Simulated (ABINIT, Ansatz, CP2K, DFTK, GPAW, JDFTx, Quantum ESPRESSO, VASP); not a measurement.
## One calculation of HfB2, 9 ways

```
CELL_PARAMETERS angstrom
3.14000 0.00000 0.00000
-1.57000 2.71932 0.00000
0.00000 0.00000 3.48000
ATOMIC_POSITIONS crystal
Hf 0.00000 0.00000 0.00000
B 0.66667 0.33333 0.50000
B 0.33333 0.66667 0.50000
```

Alike in all runs: task single point; functional PBE; k mesh 10 × 10 × 8; occupations fermi-dirac, width 0.05 eV; no spin polarisation; no spin-orbit coupling. Pressure is positive in compression and, in plane waves, holds the error of the finite cutoff, which Ansatz's Pulay term estimates and takes out.

```tsv
program and potentials	plane-wave cutoff (eV)	notes	pressure (GPa)
DFTK, PseudoDojo SR PBE 0.4.1 standard (PBE)	1034	6 valence electrons an atom on average	1.70
Ansatz, Ansatz PAW (earlier soft set)	420	10.67 valence electrons an atom on average; Pulay term of +0.14 GPa included	1.38
Quantum ESPRESSO, SSSP 1.3 efficiency PBE	816	6 valence electrons an atom on average	1.67
VASP, PBE PAW files B, Hf_pv, 520 eV	520	5.33 valence electrons an atom on average	1.01
Ansatz, all-electron LAPW, scalar-relativistic	-	-	1.47
JDFTx, PseudoDojo-SR-PBE-0.5-standard	1034	6 valence electrons an atom on average	1.70
ABINIT, JTH PAW PBE v2.0	517	6 valence electrons an atom on average	1.22
GPAW, GPAW PAW data sets (gpaw-data 1.2.1)	800	6 valence electrons an atom on average	2.12
CP2K, POTENTIAL_UZH Hf GTH-PBE-q12, B GTH-PBE-q3; TZVP-MOLOPT-PBE-GTH basis	-	atomic basis; 6 valence electrons an atom on average	-0.23
```

The pressure spans -0.23 (CP2K, POTENTIAL_UZH Hf GTH-PBE-q12, B GTH-PBE-q3; TZVP-MOLOPT-PBE-GTH basis) to 2.12 GPa (GPAW, GPAW PAW data sets (gpaw-data 1.2.1)), with all-electron results at 1.47. The pressure on the cell as given of CP2K, POTENTIAL_UZH Hf GTH-PBE-q12, B GTH-PBE-q3; TZVP-MOLOPT-PBE-GTH basis lies far from the others; the cause wasn't traced. Rows in atomic bases carry the error of their basis and grid, which can be large.

The functional is the same throughout but for its coding, so the spread measures potentials, basis and numerics; runs on potential files found faulty are left out.
